An error of 0.1 eV in a band gap moves green emission by roughly 20 nm. Telling an infrared material from a visible one allows an error several times larger. The gaps below come from a semilocal density functional without spin-orbit coupling, and the problem is to decide which purposes they serve and what to improve first.

ABINIT 10.8.3, Kohn-Sham DFT with the AM05 functional, for periodic crystals in their given, unrelaxed cells, without spin polarization or spin-orbit coupling and with Fermi-Dirac smearing of 0.05 eV. The computed band gap is the lowest empty level minus the highest filled level among the points of the k-mesh; 0 stands for a metal.

| formula | space group | volume of the given cell (Å³/atom) | potentials or basis | wave cutoff (eV) | k-mesh | computed band gap (eV) | measured band gap (eV) | range of the values found (eV) | what was measured, and how | source | computed less measured (eV) |
| --- | --- | --- | --- | --- | --- | --- | --- | --- | --- | --- | --- |
| PbSe | Fm-3m | 28.67 | PseudoDojo NC SR PBEsol v0.4.1 standard | 1170 | 6x6x6 | 0.27 | 0.2 | 0.15 to 0.26 | band gap at X-bar of the surface zone (bulk L point) from ARPES, between quantized subbands; ARPES; film | arXiv:1712.07894 (2017) | 0.07 |
| TePb | Fm-3m | 33.73 | JTH PAW PBE v2.0 | 463 | 7x7x7 | 0.986 | 0.2 | 0.19 to 0.32 | band gap at L from dI/dV; scanning tunneling spectroscopy; bulk crystal | arXiv:2304.02844 (2023) | 0.79 |
| InAs | F-43m | 27.49 | JTH PAW PBE v2.0 | 463 | 8x8x8 | 0 | 0.414 | 0.414 to 0.42 | direct gap from band-to-band PL peak; photoluminescence; film | pmc:6881312 (2019) | -0.41 |
| GaAs | F-43m | 22.59 | JTH PAW PBE v2.0 | 463 | 8x8x8 | 0.498 | 1.42 | 1.412 to 1.52 | band-edge photoluminescence emission energy of the GaAs substrate; time-integrated photoluminescence; bulk crystal | arXiv:1409.8467 (2014) | -0.92 |
| ZrS2 | P-3m1 | 23.76 | JTH PAW PBE v2.0 | 544 | 8x8x5 | 1.001 | 1.68 | one value | fundamental indirect gap, quoted from earlier experiment; not stated; bulk crystal | arXiv:2210.12074 (2022) | -0.68 |
| GaP | F-43m | 20.24 | JTH PAW PBE v2.0 | 544 | 8x8x8 | 1.598 | 2.25 | 2.24 to 2.34 | optical gap from Tauc plot (fundamental, indirect); spectroscopic ellipsometry; film | arXiv:2002.02774 (2020) | -0.65 |
| CdS | F-43m | 24.81 | JTH PAW PBE v2.0 | 599 | 8x8x8 | 1.103 | 2.42 | one value | optical gap from inflexion point of photoacoustic spectrum, as-grown film; photoacoustic spectroscopy; film | arXiv:cond-mat/9501125 (1995) | -1.32 |
| ZnSe | F-43m | 22.76 | JTH PAW PBE v2.0 | 544 | 8x8x8 | 1.271 | 2.64 | 2.59 to 2.695 | direct optical gap from Tauc plot of ellipsometric extinction coefficient; spectroscopic ellipsometry; film | pmc:8624428 (2021) | -1.37 |

**(a) How far off are these gaps, and does one constant correction bring them within 0.1 eV?**

*Solution.* In the five lead-free crystals with an open gap, the computed gap is too small by 0.65 to 1.37 eV, about ten times the tolerance for choosing a colour. Theory gives the main reason. The computed gap is the distance between two levels in one fixed potential. When an electron is added to a real crystal, the exact exchange-correlation potential jumps upwards, and this jump belongs to the gap. A semilocal functional has no such jump, and a finer mesh does not supply it. The measured gaps are not sharp targets either: they hold temperature, zero-point motion and, for optical gaps, excitons, and for GaAs, GaP and ZnSe the values found span about 0.1 eV, as much as the tolerance itself.

The simplest repair is to add the same amount to every gap:

$$E_\text{measured}\approx E_\text{computed}+\Delta .$$

The mean over those five crystals is $\Delta=0.99$ eV. It leaves a typical error of 0.3 eV, or 0.4 eV for a crystal kept out of the averaging; a common scale factor does worse, as the printed output shows. For crystals like these five, the corrected gap can therefore tell a clearly infrared material from a clearly visible one, but it cannot choose a colour. The infrared side of that test rests on GaAs alone, and ZrS2, at the red edge of the visible, comes out 0.3 eV too high. ZrS2 is the least secure of the five: its atoms were not relaxed and still feel sizeable forces, and its mesh skips the zone face that holds A, L and H, where a band edge could lie.

InAs, which was not used in the fit, shows where the repair ends. Working backwards from its measured gap, the constant shift predicts a computed gap of

$$0.414-0.988=-0.574\ \text{eV}.$$

A negative value would mean that the empty s-like level has sunk below the threefold valence top. That triplet is then only partly filled, and the gap is exactly zero. The run does find a metal, which fits this reading, but the table cannot show how far the level has sunk: with this smearing a gap close to zero would be reported the same way, so only the sign of the estimate should be trusted. Its error of −0.41 eV is simply the whole measured gap, so it is no sign of better accuracy than in GaAs.

**(b) ZnSe has a wider measured gap than GaP, yet the calculation reverses the two. Why?**

*Solution.* The computed gap of GaP lies 0.33 eV above that of ZnSe, while the measured one lies 0.39 eV below. No constant correction can change that order. The error must depend on the crystal, and three differences between these crystals can contribute.

The first is the kind of gap. In GaP the lowest empty state lies away from the zone centre, so the gap is indirect, and it falls short by 0.65 eV. The lowest direct gap in the same run is 1.82 eV, against a measured value of roughly 2.8 eV (a recalled figure). That shortfall of about 1 eV is close to the one in GaAs. The milder error of GaP thus seems to belong to the state at its band edge rather than to its bonding.

The second is the filled d shell of the metal atom. Among the direct gaps, CdS and ZnSe fall short by about 0.4 eV more than GaAs. A semilocal functional lets an electron partly repel itself, which raises compact d levels too far. At the zone centre of CdS they lie 7.3 to 7.7 eV below the valence top, whereas experiment puts them at roughly 9 to 10 eV (a recalled range).

Levels that mix push each other apart, so d levels that come too close drive the valence top up and narrow the gap. In GaAs the d shell lies much deeper and pushes less. For ZnSe this explanation rests on its likeness to CdS.

The third is screening. CdS and ZnSe weaken the field of an added charge less than GaAs and GaP do, and the shortfall of a semilocal gap is generally larger where screening is weaker. These runs do not divide the extra 0.4 eV exactly, but they limit the share of the d shell. At the zone centre only the threefold d levels can mix with the valence top, and in CdS they lie 0.48 eV below the twofold ones, a rough ceiling for the whole push. Moving the d shell down by about 2 eV would remove only a fraction of that push, so the d shell is expected to supply the smaller part of the 0.4 eV. In a neighbouring compound, a direct gap together with a shallow filled d shell or weak screening is a reason to expect a large shortfall.

**(c) The gap of TePb (lead telluride) is too large by 0.79 eV. What should be improved first there, what in ZnSe, and at what cost?**

*Solution.* In TePb, start with the mesh. The measured gap lies at the point L on the zone boundary, which a 7x7x7 mesh skips because its divisions are odd. Continuing the bands to L from the two nearest mesh points on that line gives a gap of roughly 0.6 to 0.8 eV, so the skipped point costs a few tenths of an eV and about 0.4 to 0.6 eV of the error remains. A 6x6x6 mesh that includes the zone centre also contains L, and it has about 37% fewer points before symmetry is used (the saving in computed points is smaller); a single extra point at L, computed with the finished density, is cheaper still. The band path of this run also passes through L, so its plotted bands, which the table does not use, are the first place to look.

Next comes spin-orbit coupling, which is known to narrow the gaps of lead salts by several tenths of an eV. It doubles both the length of the wavefunctions and the number of bands, so scaling suggests four to eight times the work. PbSe is a warning against skipping it. Its error is only 0.07 eV, most likely because the absent coupling widens the gap while the functional narrows it, so that the two faults nearly cancel. No run here includes the coupling and PbSe uses other potentials than TePb, so this reading is expected rather than shown; in TePb the two faults do not balance. Adding the coupling while keeping AM05 would upset that balance: the gap of a lead salt can then close, or reopen with its two band edges exchanged. A trustworthy gap needs the coupling and a better functional together.

In ZnSe, spin-orbit coupling would change the gap by only about 0.1 eV (estimated from a recalled splitting), and in the wrong direction, against a shortfall of 1.37 eV. Here the functional must change. A hybrid functional, which mixes in exact exchange, usually recovers most of such a shortfall. It evaluates exchange between pairs of occupied states over pairs of mesh points, which typically makes it ten to a hundred times as expensive.

Numerical output:

```
fit of short on 5 rows (fair): constant 0.9878 +/- 0.15; rms 0.305, worst ZnSe -0.381, leave-one-out rms 0.382
  rows outside the fit (model, value, miss): PbSe 0.9878, -0.07, 1.06; TePb 0.9878, -0.786, 1.77; InAs 0.9878, 0.414, 0.574
fit of measured on 5 rows (fair): coefficient of y 1.81 +/- 0.19; rms 0.446, worst GaP 0.642, leave-one-out rms 0.612
  rows outside the fit (model, value, miss): PbSe 0.4886, 0.2, 0.289; TePb 1.784, 0.2, 1.58; InAs 0, 0.414, -0.414
largest overshoot after the constant shift (GaP) in eV: 0.3358
largest undershoot after the constant shift (ZnSe) in eV: -0.3812
InAs measured gap less the constant shift in eV: -0.5738
mean shortfall of the direct gaps GaAs CdS ZnSe in eV: 1.203
mean shortfall of the indirect gaps ZrS2 GaP in eV: 0.6655
mean shortfall of CdS and ZnSe less that of GaAs in eV: 0.421
computed gap of GaP less that of ZnSe in eV: 0.327
measured gap of GaP less that of ZnSe in eV: -0.39
GaP shortfall of the lowest direct gap against a rough recalled 2.8 eV: 0.976
GaP computed direct gap less indirect gap in eV: 0.226
GaP rough measured direct gap less indirect gap in eV: 0.55
CdS upper Cd 4d levels below the valence top in eV: 7.259
CdS lower Cd 4d levels below the valence top in eV: 7.743
TePb gap at the second-nearest mesh point to L in eV: 2.362
TePb rough gap at L from a parabola in eV: 0.814
TePb rough gap at L from a two-band hyperbola in eV: 0.6296
GaAs rough gap loss by spin-orbit coupling in eV: 0.1133
ZnSe rough gap loss by spin-orbit coupling in eV: 0.1333
points of a full 6x6x6 mesh over those of 7x7x7: 0.6297
distinct points of the 8x8x8 mesh over those of 7x7x7 (29 and 20 in the outputs): 1.45
```
